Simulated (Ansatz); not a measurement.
**SnS2 (Berndtite-2T): properties at the relaxed cell**

The task here is to estimate one member of a computed series from the others.

Computed with Ansatz 0.2.0 (DFT PBE+D3(BJ), scalar-relativistic, plane waves, PAW, unless a step's input says otherwise).

1 further run of the same task is left out (set aside as unsound or not needed).

## Starting point

The structure is trigonal, space group P-3m1 (No. 164). The conventional cell has a = 3.669 Å, b = 3.669 Å, c = 5.810 Å, α = 90.00°, β = 90.00°, γ = 120.00°. Sn (site symmetry -3m) has 6 S at 2.58 Å as nearest neighbours. Around S (site symmetry 3m) lie 3 Sn at 2.58 Å.

Structure file:

```cif
data_structure
_symmetry_space_group_name_H-M 'P-3m1'
_symmetry_Int_Tables_number 164
_cell_length_a 3.6686
_cell_length_b 3.6686
_cell_length_c 5.8096
_cell_angle_alpha 90.000
_cell_angle_beta 90.000
_cell_angle_gamma 120.000
_cell_volume 67.72
loop_
_atom_site_label
_atom_site_type_symbol
_atom_site_symmetry_multiplicity
_atom_site_Wyckoff_symbol
_atom_site_fract_x
_atom_site_fract_y
_atom_site_fract_z
_atom_site_occupancy
Sn1 Sn 1 a 0.00000 0.00000 0.00000 1
S1 S 2 d 0.33333 0.66667 0.25447 1
```

It is the result of an earlier relaxation at this level (volume 22.57 Å³/atom; gap on the mesh: 1.24 eV).

The first run:

input.yaml

```yaml
crystal:
  lattice:
    - [3.6686266267, 0.0, 0.0]
    - [-1.8343133133, 3.1771238557, 0.0]
    - [0.0, 0.0, 5.8096313574]
  atoms:
    - { symbol: Sn, position: [0.0, 0.0, 0.0] }
    - { symbol: S, position: [0.3333333333, 0.6666666667, 0.2544694042] }
    - { symbol: S, position: [0.6666666667, 0.3333333333, 0.7455305958] }
basis:
  ecutwfc: 420
kpoints:
  mp_grid: { grid: [9, 9, 6] }
  band_path:
    path:
      - [[0.0, 0.0, 0.0], [0.5, 0.0, 0.0], [0.33333333, 0.33333333, 0.0], [0.0, 0.0, 0.0], [0.0, 0.0, 0.5], [0.5, 0.0, 0.5], [0.33333333, 0.33333333, 0.5], [0.0, 0.0, 0.5]]
      - [[0.5, 0.0, 0.5], [0.5, 0.0, 0.0]]
      - [[0.33333333, 0.33333333, 0.5], [0.33333333, 0.33333333, 0.0]]
    npoints: 14
hamiltonian:
  xc: pbe
  dispersion: d3bj
scf:
  occupations: { method: gaussian, width: 0.02 }
  n_extra_bands: 7
output:
  forces: true
  stress: true
  eigenvalues: true
  populations: true
  dos: { projected: true, de: 0.02, nscf_kmesh: { grid: [14, 14, 9] } }
  bader: true
  write_density: true
  write_potential: true
  elf: true
  volumetric_format: npy
```

Run with:

```bash
ansatz run input.yaml --threads 2 --pin off --max-ram 5120MiB --backend cpu --events-out ev --progress --plain --runs-dir out
```

Among the steps run: Bands, states and charges; Relaxing with PBEsol; The cell under LDA; The cell under PBE.

One table of the session follows, with a row left open; its other results are not shown here.

```
functional  a (Å)  b (Å)  c (Å)  volume (Å³/atom)  gap on the mesh (eV)
PBE+D3(BJ)  3.669  3.669  5.810             22.57                  1.24
    PBEsol  3.651  3.651  6.057             23.31                  1.42
       LDA  3.632  3.632  5.707             21.73                  1.04
       PBE      ?      ?      ?                 ?                     ?
```

Estimate the missing values for PBE.

**Answer.** a (Å): 3.703; b (Å): 3.703; c (Å): 6.945; volume (Å³/atom): 27.49; gap on the mesh (eV): 1.60. In the column «a (Å)» it is the highest.
